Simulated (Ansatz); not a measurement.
`N=O` + `F[C](F)F`• → `[N]=O`• + trifluoromethane  (hydrogen abstraction from the N–H bond)

Program: Ansatz. Geometries: PBE0-D4/def2-TZVP. ΔE: electronic, gas phase. CCSD(T)/CBS adds triple-zeta CCSD(T) − MP2 to the extrapolated MP2 energy (def2 sets, frozen cores). This one scheme is used for every species. Functionals use def2-TZVPP. B3LYP here is the variant with VWN-RPA as its local correlation; programs differ in this. HSE06 is defined as in plane-wave codes. Open shells (•) are unrestricted, without spin–orbit coupling.

```tsv
level	ΔE (kJ/mol)	difference from CCSD(T)/CBS
revPBE-D4	-234.7	18.1
BLYP-D4	-237.6	15.2
r2SCAN-D4	-242.7	10.1
B97M-V	-249.2	3.6
HSE06-D4	-245.4	7.4
BHLYP-D4	-260.2	-7.4
PBE	-233.8	19.0
B3LYP	-246.8	6.0
r2SCANh	-245.5	7.3
r2SCAN0	-249.4	3.4
MP2/def2-SVP	-261.5	-8.7
CCSD(T)/def2-SVP	-258.9	-6.1
MP2/def2-TZVPP	-258.8	-6.0
MP2/def2-QZVPP	-256.1	-3.3
SCS-MP2/def2-QZVPP	-255.8	-3.0
CCSD/CBS(def2)	-254.5	-1.7
CCSD(T)/CBS	-252.8	0
```

What do rigid-rotor, harmonic-oscillator terms from PBE0-D4/def2-TZVP frequencies (298.15 K, 1 bar) make of the CCSD(T)/CBS value? (An estimate is asked.)

The calculation gave: ΔZPE = +9.6 kJ/mol, ΔH = -244.4 kJ/mol, ΔS = -15 J/(mol·K), ΔG = -240.1 kJ/mol. Open shells count their whole term as degenerate.

Largest T1 diagnostic among the species: 0.024.

At CCSD(T), def2-SVP lies −6.1 kJ/mol from the extrapolated value and def2-TZVPP −3.9 kJ/mol. In def2-TZVPP, CCSD(T) changes the Hartree–Fock value by +8.1 kJ/mol (the triples alone add +1.7 kJ/mol) and MP2 by +6.1 kJ/mol. From BLYP to BHLYP (50 % exact exchange), in def2-TZVPP and without D4, ΔE moves by −23.2 kJ/mol.

CCSD(T)/CBS has its own doubt, a few kJ/mol and more with outer-core shells, so smaller differences from it don't rank the levels.
